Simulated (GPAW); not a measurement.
A run of GPAW 26.7.0 is set up as follows.

run.py

```python
from ase import Atoms
from ase.dft.bandgap import bandgap
from ase.io import write
from ase.units import GPa
from gpaw import GPAW, PW

atoms = Atoms(['Zn', 'S'],
              cell=[[0.0, 2.702, 2.702],
                    [2.702, 0.0, 2.702],
                    [2.702, 2.702, 0.0]],
              scaled_positions=[[0.75, 0.75, 0.75],
                                [0.0, 0.0, 0.0]],
              pbc=True)

calc = GPAW(mode=PW(450),
            xc='LDA',
            kpts={'size': (7, 7, 7), 'gamma': True},
            occupations={'name': 'fermi-dirac', 'width': 0.05},
            nbands=18,
            maxiter=120,
            txt='gpaw.txt')
atoms.calc = calc
energy = atoms.get_potential_energy()
forces = atoms.get_forces()
stress = atoms.get_stress()
calc.write('gs.gpw')
write('result.traj', atoms)
print(f'Energy: {energy:.6f} eV')
print('Forces (eV/A):')
print(forces.round(4))
print('Stress (GPa):', (stress / GPa).round(3))
print('Fermi level:', round(calc.get_fermi_level(), 4), 'eV')
print(f'Gap: {bandgap(calc)[0]:.4f} eV, direct: {bandgap(calc, direct=True)[0]:.4f} eV')
```

Potentials or basis: the program's PAW data sets (release 1.2.1) made for this functional, pw.

Command:

```console
$ OMP_NUM_THREADS=1 python run.py
```

Problem. What does it give for the pressure?

Solution. -5.4 GPa.

Problem. Estimate the band gap on the k mesh.

Solution. 1.86 eV, direct.

Caveat: the cutoff is short for stress and forces, so pressures can be off by a GPa or more.

**Measured values to compare with.**

“Electronic, vibrational, and thermodynamic properties of ZnS (zincblende and rocksalt structure)”, 2009, arxiv:0911.5022 quotes, for a bulk crystal of ZnS at 19 K: band gap 3.85 eV (direct).

Against the measured gap of ZnS, 3.85 eV (direct; 19 K; quoted in “Electronic, vibrational, and thermodynamic properties of ZnS (zincblende and rocksalt structure)”, 2009, arxiv:0911.5022), the calculated 1.86 eV is off by -1.99 eV. So large a miss can be the level of theory's own, or it may mean another phase, state or a wrong row. The value is that of LDA, without temperature or zero-point motion. Semilocal functionals fall short of measured gaps as a rule.
